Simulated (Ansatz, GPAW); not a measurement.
# Geometry or basis: what sets the conductance of ethane-1,2-diamine between two Ir chains, part 4 of 4

Wanted: T(E) of ethane-1,2-diamine between two Ir chains at a relaxed geometry in two programs, beside the unrelaxed structure.

GPAW 26.7.0 and Ansatz 0.2.0; Ansatz plane waves; relaxation of the junction with the lead ends held; PAW set soft_1 (the session's first sound run).

So far, transmission at the Fermi level (one spin): step 3 (plane-wave reference (PBE)) 0.0205; step 5 (GPAW, szp: basis = "szp(dzp)", PBE, GPAW) 0.0684; step 6 (minimal basis, PBE, GPAW) 0.0693; step 7 (LDA in the dzp basis: xc = "LDA") 0.0400; step 8 (without the relaxation: geometry = "as built", PBE, GPAW) 0.0651.

## Step 10: Comparison

The curves are compared point by point over the common energies.

This step: comparison of transmission and cost over codes, levels and geometry; PAW set soft_1 (GPAW 26.7.0).

Ladder, by row:

```
   step    code  T at the Fermi level (sum over the listed spins)  conductance (G0)  r.m.s. T(E) from the first  wall time (s)  peak memory (GiB)  threads
 pw-pbe  Ansatz                                           0.02046           0.02195                           0          225.2              5.579        4
    dzp    GPAW                                           0.03432           0.03606                    0.006922          453.4               2.26        1
    szp    GPAW                                           0.06839           0.07203                     0.04346          308.4               2.17        1
     sz    GPAW                                           0.06933           0.07274                     0.03842          233.8               2.07        1
dzp-LDA    GPAW                                           0.04004           0.04214                    0.008948          449.1               2.26        1
asbuilt    GPAW                                           0.06505            0.0637                     0.02727          393.6               2.26        1
```

Transmission, zone mean, sum over the listed spins against energy, zero at the Fermi level:

```
energy (eV)   pw-pbe      dzp      szp       sz  dzp-LDA  asbuilt
     -2.000   4.5e-5  0.00638  0.00343  0.00292  0.00629   0.0241
     -1.975  0.00848  0.00571  0.00330  0.00285  0.00573   0.0240
     -1.800  0.00298  0.00319  0.00329  0.00327  0.00340   0.0244
     -1.600  0.00485  0.00496  0.00552  0.00451  0.00561   0.0261
     -1.500   0.0115  0.00700  0.00503  0.00364  0.00695   0.0273
     -1.400  0.00377  0.00440  0.00333  0.00245  0.00431   0.0287
     -1.200  0.00226  0.00217  0.00228  0.00208  0.00225   0.0346
     -1.000  0.00355  0.00228  0.00281  0.00273  0.00237   0.0370
     -0.800  0.00196  0.00219  0.00305  0.00302  0.00229   0.0414
     -0.600  0.00193  0.00216  0.00351  0.00374  0.00231   0.0461
     -0.400  0.00573  0.00383  0.00654  0.00726  0.00408   0.0512
     -0.225   0.0323   0.0389   0.0526   0.0504   0.0390   0.0606
     -0.200   0.0310   0.0495   0.0859   0.0814   0.0537   0.0634
     -0.150   0.0270   0.0490    0.114    0.117   0.0585   0.0675
      0.000   0.0205   0.0343   0.0684   0.0693   0.0400   0.0651
      0.200   0.0419   0.0524   0.0833   0.0795   0.0602   0.0546
      0.250   0.0466   0.0556   0.0857   0.0838   0.0612   0.0545
      0.325   0.0502   0.0518   0.0765   0.0771   0.0529   0.0542
      0.400   0.0464   0.0431   0.0619   0.0615   0.0429   0.0535
      0.600   0.0331   0.0293   0.0409   0.0379   0.0288   0.0514
      0.800   0.0258   0.0204   0.0245   0.0241   0.0198   0.0498
      1.000   0.0175   0.0210   0.0415   0.0382   0.0216   0.0500
      1.200   0.0273   0.0359   0.0761   0.0684   0.0365   0.0508
      1.400   0.0431   0.0545    0.118    0.106   0.0530   0.0504
      1.575   0.0550   0.0611    0.136    0.123   0.0570   0.0496
      1.600   0.0558   0.0608    0.137    0.124   0.0564   0.0495
      1.650   0.0563   0.0593    0.138    0.125   0.0546   0.0492
      1.700   0.0552   0.0568    0.139    0.126   0.0520   0.0489
      1.750   0.0523   0.0534    0.139    0.125   0.0486   0.0484
      1.800   0.0476   0.0491    0.139    0.125   0.0443   0.0474
      2.000   0.0159   0.0289    0.174    0.167   0.0298   0.0145
```

## Step 11: Broadening 0.001, functional LDA: eta = 0.001 and xc = "LDA"

The broadening keeps the Green's functions finite; too large a value absorbs electrons where channels are open and leaks them where none are. The functional moves levels against the Fermi level.

This step: GPAW LCAO, PAW setups; Landauer transmission from Green's functions with principal layers (ASE), zero bias (GPAW 26.7.0).

File run.py:

```python
import json
import numpy as np
from ase import Atoms
from ase.transport.calculators import TransportCalculator
from gpaw import GPAW, FermiDirac
from gpaw.lcao.tools import get_lcao_hamiltonian
from scipy.linalg import eigh

# The junction with lead layers at both ends, along the third cell vector
device = Atoms(
    ['Ir', 'Ir', 'Ir', 'Ir', 'Ir', 'Ir', 'Ir', 'Ir', 'N', 'H', 'H', 'H', 'H', 'C', 'C', 'H', 'H', 'H', 'H', 'N', 'Ir', 'Ir', 'Ir', 'Ir', 'Ir', 'Ir', 'Ir', 'Ir'],
    positions=[
        [4.53751, 4.50000, 1.15000],
        [4.53751, 4.50000, 3.45000],
        [4.53751, 4.50000, 5.75000],
        [4.53751, 4.50000, 8.05000],
        [4.53751, 4.50000, 10.35000],
        [4.53751, 4.50000, 12.65000],
        [4.12282, 3.25729, 14.56241],
        [4.47367, 3.80302, 16.72841],
        [4.02540, 3.62643, 19.06335],
        [3.36328, 4.40847, 19.12311],
        [3.45412, 2.77586, 19.03316],
        [5.58014, 4.48150, 20.20364],
        [5.53576, 2.71408, 20.21269],
        [4.90996, 3.61417, 20.27978],
        [4.15999, 3.64847, 21.65050],
        [3.56527, 4.56953, 21.72328],
        [3.46062, 2.80462, 21.72076],
        [5.54234, 2.69602, 22.89921],
        [5.76671, 4.31585, 22.80611],
        [5.04278, 3.59072, 22.86694],
        [4.60331, 3.80349, 25.19678],
        [4.95429, 3.25923, 27.36342],
        [4.53751, 4.50000, 29.27364],
        [4.53751, 4.50000, 31.57364],
        [4.53751, 4.50000, 33.87364],
        [4.53751, 4.50000, 36.17364],
        [4.53751, 4.50000, 38.47364],
        [4.53751, 4.50000, 40.77364]],
    cell=[[9.07503, 0.0, 0.0], [0.0, 9.0, 0.0], [0.0, 0.0, 41.92364]],
    pbc=True)

# One principal layer of the lead: the first 5 atoms of the device
lead = Atoms(
    ['Ir', 'Ir', 'Ir', 'Ir', 'Ir'],
    positions=[
        [4.53751, 4.50000, 1.15000],
        [4.53751, 4.50000, 3.45000],
        [4.53751, 4.50000, 5.75000],
        [4.53751, 4.50000, 8.05000],
        [4.53751, 4.50000, 10.35000]],
    cell=[[9.07503, 0.0, 0.0], [0.0, 9.0, 0.0], [0.0, 0.0, 11.5]],
    pbc=True)

settings = dict(mode='lcao', basis='dzp', xc='LDA', h=0.18,
                occupations=FermiDirac(0.1), maxiter=250,
                mixer=dict(beta=0.1, nmaxold=8, weight=100.0),
                convergence=dict(density=0.0001))
energies = np.arange(-2, 2 + 1e-9, 0.025)
eta = 0.001
n1, n2 = 1, 1
# k and -k transmit alike, so half of the mesh across the current serves
mesh = [(i, j) for i in range(n1) for j in range(n2) if (i, j) <= (-i % n1, -j % n2)]
weights = np.array([1 if (i, j) == (-i % n1, -j % n2) else 2 for i, j in mesh]) / (n1 * n2)

# [... helper functions left out ...]
fermi_lead = ground_state(lead, (1, 1, 10), 'lead.txt')
fermi_device = ground_state(device, (1, 1, 2), 'device.txt')
# [... loop over the mesh left out, but for ...]
        # Shift the lead onto the potential of the device's first layer
        shift = ((H[:, 0, 0] - H0[:, 0, 0]) / S0[0, 0]).real.mean()
# [...]
kT = 8.617333e-5 * 300
bias = [0.1, 0.2, 0.5, 1.0, 1.5, 2.0]
# [... integrals and printing left out ...]
```

Run with:

```
> OMP_NUM_THREADS=1 OPENBLAS_NUM_THREADS=1 python run.py
```

Output:

```text
basis functions: device 524, principal layer 135
Fermi level: lead -4.1896 eV, device -3.5801 eV; lead shifted by -0.0046 eV
largest coupling past the next layer 1.53e-06 eV, largest misfit of the first layer 0.155 eV
  E-E_F (eV)   T (one spin)  channels
    -2.000    6.1368e-03    4.0000
    -1.975    5.6106e-03    4.0000
    -1.950    5.1333e-03    4.0000
    -1.925    4.7020e-03    4.0000
    -1.900    4.3174e-03    4.0000
    -1.875    3.9927e-03    4.0000
    -1.850    3.7190e-03    4.0000
    -1.825    3.5047e-03    4.0000
    -1.800    3.3537e-03    4.0000
    -1.775    3.2714e-03    4.0000
    -1.750    3.2706e-03    4.0000
    -1.725    3.3580e-03    4.0000
    -1.700    3.5505e-03    4.0000
    -1.675    3.8622e-03    4.0000
    -1.650    4.3009e-03    4.0000
    -1.625    4.8567e-03    4.0000
[...]
1.825    4.1294e-02    3.0000
     1.850    3.8281e-02    3.0000
     1.875    3.4446e-02    3.0000
     1.900    2.8830e-02    3.0000
     1.925    1.9502e-02    1.0000
     1.950    2.2063e-02    1.0000
     1.975    2.5309e-02    1.0000
     2.000    2.9626e-02    1.0000
conductance at 300 K: 0.040948 G0 a cell; thermopower -1.622 uV/K
current from the zero-bias T(E) at 0.1 V: 0.32328 uA
current from the zero-bias T(E) at 0.2 V: 0.68107 uA
current from the zero-bias T(E) at 0.5 V: 1.8563 uA
current from the zero-bias T(E) at 1.0 V: 2.9108 uA
current from the zero-bias T(E) at 1.5 V: 3.4884 uA
current from the zero-bias T(E) at 2.0 V: 3.8962 uA
```

Elapsed: 7.2 min, on 1 thread of Arm Neoverse V1, shared host; peak memory 2.3 GiB.

Numbers from this step:

```
conductance                                    : 0.04095 G₀
largest coupling past the next principal layer : 1.53e-6 eV
largest misfit of the first principal layer    : 0.1551 eV
shift that aligns the lead                     : -0.004618 eV
transmission at the Fermi level (one spin)     : 0.03896
```

One spin. Table of transmission, zone mean by energy, zero at the Fermi level:

energy (eV), transmission, zone mean and a bar:
```
   -2.000     0.0061 ##
   -1.900     0.0043 #
   -1.800     0.0034 #
   -1.700     0.0036 #
   -1.600     0.0055 ##
   -1.525     0.0068 ##
   -1.500     0.0068 ##
   -1.400     0.0042 #
   -1.300     0.0023 
   -1.200     0.0022 
   -1.100     0.0022 
   -1.000     0.0023 
   -0.900     0.0023 
   -0.800     0.0023 
   -0.700     0.0022 
   -0.600     0.0023 
   -0.500     0.0027 
   -0.400     0.0040 #
   -0.300     0.0103 ####
   -0.200     0.0512 #########################
   -0.175     0.0577 #############################
   -0.100     0.0473 #######################
    0.000     0.0390 ###################
    0.100     0.0579 #############################
    0.200     0.0588 #############################
    0.225     0.0599 ##############################
    0.300     0.0553 ############################
    0.400     0.0422 #####################
    0.500     0.0338 ################
    0.600     0.0283 ##############
    0.700     0.0240 ###########
    0.800     0.0194 #########
    0.900     0.0167 ########
    1.000     0.0213 ##########
    1.100     0.0278 #############
    1.200     0.0360 ##################
    1.300     0.0448 ######################
    1.400     0.0523 ##########################
    1.500     0.0562 ############################
    1.550     0.0565 ############################
    1.600     0.0557 ############################
    1.700     0.0513 ##########################
    1.800     0.0438 ######################
    1.900     0.0288 ##############
    2.000     0.0296 ##############
```

Crossings of the lead's bands, unfolded to its shortest repeat. Table of open channels, zone mean by energy, zero at the Fermi level:

energy (eV), open channels, zone mean and a bar from the least value:
```
   -2.000       4.00 ##################
   -1.800       4.00 ##################
   -1.600       4.00 ##################
   -1.400       4.00 ##################
   -1.200       6.00 ##############################
   -1.000       6.00 ##############################
   -0.800       6.00 ##############################
   -0.600       6.00 ##############################
   -0.400       6.00 ##############################
   -0.200       6.00 ##############################
    0.000       6.00 ##############################
    0.200       4.00 ##################
    0.400       4.00 ##################
    0.600       4.00 ##################
    0.800       4.00 ##################
    1.000       3.00 ############
    1.200       3.00 ############
    1.400       3.00 ############
    1.600       3.00 ############
    1.800       3.00 ############
    2.000       1.00
```

Not self-consistent under bias; the bias window is split evenly. The current through one cell, from the zero-bias transmission by bias:

```
bias (V)  current through one cell, from the zero-bias transmission (μA)
   0.100                                                           0.323
   0.200                                                           0.681
   0.500                                                            1.86
   1.000                                                            2.91
   1.500                                                            3.49
   2.000                                                            3.90
```

The transmission of the three most open eigenchannels by energy, zero at the Fermi level:

```
energy (eV)  channel 1  channel 2  channel 3
     -2.000    0.00611     1.5e-5     1.1e-5
     -1.900    0.00428     1.8e-5     1.3e-5
     -1.800    0.00331     3.1e-5     1.2e-5
     -1.700    0.00349     4.2e-5     1.2e-5
     -1.600    0.00544     2.7e-5     1.4e-5
     -1.500    0.00675     1.7e-5     7.4e-6
     -1.400    0.00419     2.2e-5     8.1e-6
     -1.300    0.00224     2.8e-5     1.3e-5
     -1.200    0.00216     3.3e-5     9.2e-6
     -1.100    0.00220     3.9e-5     7.6e-6
     -1.000    0.00226     4.9e-5     6.5e-6
     -0.900    0.00226     6.3e-5     5.7e-6
     -0.800    0.00217     7.5e-5     5.0e-6
     -0.700    0.00208     8.8e-5     5.2e-6
     -0.600    0.00216     1.0e-4     7.4e-6
     -0.500    0.00257     1.1e-4     1.3e-5
     -0.400    0.00383     1.1e-4     2.7e-5
     -0.300    0.00998     2.0e-4     5.3e-5
     -0.200     0.0505     4.7e-4     2.2e-4
     -0.100     0.0464     6.8e-4     2.4e-4
      0.000     0.0382     6.3e-4     1.4e-4
      0.100     0.0573     4.2e-4     1.2e-4
      0.200     0.0586     1.3e-4     1.0e-4
      0.300     0.0552     4.9e-5     3.8e-5
      0.400     0.0421     2.0e-5     1.1e-5
      0.500     0.0337     9.6e-6     4.1e-6
      0.600     0.0283     5.4e-6     1.8e-6
      0.700     0.0240     3.4e-6     9.1e-7
      0.800     0.0194     2.2e-6     5.0e-7
      0.900     0.0167     1.6e-6     2.8e-7
      1.000     0.0213     1.8e-6     1.7e-7
      1.100     0.0278     1.9e-6     9.4e-8
      1.200     0.0360     2.2e-6     4.6e-8
      1.300     0.0448     2.4e-6     1.4e-8
      1.400     0.0523     2.8e-6    3.8e-11
      1.500     0.0562     3.3e-6     1.6e-8
      1.600     0.0557     3.7e-6     8.5e-8
      1.700     0.0513     4.0e-6     2.4e-7
      1.800     0.0438     3.8e-6     4.4e-7
      1.900     0.0288     1.3e-6     2.4e-7
      2.000     0.0296    6.1e-11          0
```

The conductance, 0.0409 G₀, lies 14 % above that of the dzp run.

## Step 12: Summary of results

```
conductance                                        : 0.0361 G₀
transmission at the Fermi level, mean of the spins : 0.0343
```

What this shows: In the dzp basis the junction conducts 0.0361 G₀ at 300 K, with T = 0.0343 a spin at the Fermi level; no smaller basis tried comes within 10 % of that conductance. Relaxation moved atoms by up to 1.4 Å and took the conductance from 0.0637 to 0.0361 G₀, as a ratio about as much as the step from dzp to the minimal basis. Plane waves (PBE) give T = 0.0205 there. Measured against the first run (pw-pbe), the nearest curve is that of dzp (r.m.s. 0.0069) and the farthest that of szp (0.043). Over the compared runs wall time goes from 225 s (pw-pbe) to 453 s (dzp), on a shared host; the plane-wave run used 4 threads and the orbital runs 1. The leads kept an estimated spacing and the cell its length, so the junction may be under some tension or compression. The run had no spin polarisation, so a magnetic state, which chains and small molecules with open shells often have, wasn't tested. Spin-orbit coupling is left out, which matters for the heavy atoms here. Semilocal functionals put molecular levels too near the Fermi level, so such conductances usually come out too high, and chain electrodes have a sharper density of states than real ones. An evenly spaced straight chain is an idealisation: free chains tend to dimerise, zigzag or, where a band edge lies near the Fermi level, turn magnetic. The currents use the zero-bias T(E) throughout, which holds only while the bias is small against the distance to the nearest feature. Within about eight thermal energies of the Fermi level ln T(E) bends sharply from one computed energy to the next, or the lead's channel count changes, so the thermal averages, above all the thermopower, rest on an interpolation that may be rough.

[Logs are printed without paths, hosts, clocks, repeated set-up lines and the standing remarks that a program may print on its own settings, such as how far it seeks lower states.]

[Hosts, paths, dates, database ids (printed as entryN), source tags and the programs' standing remarks are cut or masked in the printed files.]
